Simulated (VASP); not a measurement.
Wanted: the native input for a VASP 6.6.1 run.

```yaml
Task: relaxation of cell and atoms
Functional: PBE
Potentials_or_basis: VASP PAW PBE potentials, release 64 (Mg, Sn)
Cutoff: 300 eV
k_mesh: 5 × 5 × 5
Occupations: methfessel-paxton, width 0.1 eV
Spin: no spin polarisation
Further_INCAR_settings: ALGO = Normal; EDIFF = 1e-06; IBRION = 2; EDIFFG = -0.01; NSW = 90; ISIF = 3
```

The structure of Mg2Sn lies in POSCAR:

```
Mg2Sn
1.0
    0.0000000000      3.3695000000      3.3695000000
    3.3695000000      0.0000000000      3.3695000000
    3.3695000000      3.3695000000      0.0000000000
Mg Sn
2 1
Direct
    0.2500000000      0.2500000000      0.2500000000
    0.7500000000      0.7500000000      0.7500000000
    0.0000000000      0.0000000000      0.0000000000
```

One way to write it, as run:

INCAR

```
SYSTEM = Mg2Sn
  PREC = Accurate
  ENCUT = 300
  EDIFF = 1E-6
  ISMEAR = 1
  SIGMA = 0.1
  LREAL = .False.
  LASPH = .True.
  NELM = 80
  ALGO = Normal
  ISIF = 3
  LWAVE = .False.
  LCHARG = .False.
  GGA = PE
  IBRION = 2
  NSW = 90
  EDIFFG = -0.01
```

KPOINTS

```
regular mesh
0
Gamma
  5 5 5
  0 0 0
```

Potentials or basis: VASP PAW PBE potentials, release 64 (Mg, Sn).

Launch:

```bash
$ cat potpaw_PBE.64/Mg/POTCAR potpaw_PBE.64/Sn/POTCAR > POTCAR
$ mpirun -np 1 vasp_std > vasp.out
```

Results of the run:

* Relaxed volume: 26.52 Å³/atom
* Relaxed cell: a = 4.828 Å, b = 4.828 Å, c = 4.828 Å, α = 60.00°, β = 60.00°, γ = 60.00°
* Space group after relaxing (to 0.05 Å): Fm-3m (No. 225)
* Energy gained by relaxing: 5.1 meV/atom
* Ionic steps: 2
* Pressure after relaxing: 0.0 GPa
* Band gap on the k mesh: none (metal or under the smearing width)

Caveat: this crystal is a semiconductor, whose small gap the functional closes, so the metal is an error of the method.

Wall time 12 s on 1 thread of Intel(R) Xeon(R) Platinum 8259CL CPU @ 2.50GHz (Skylake/Cascade Lake), on a shared host, peak memory 0.15 GiB.
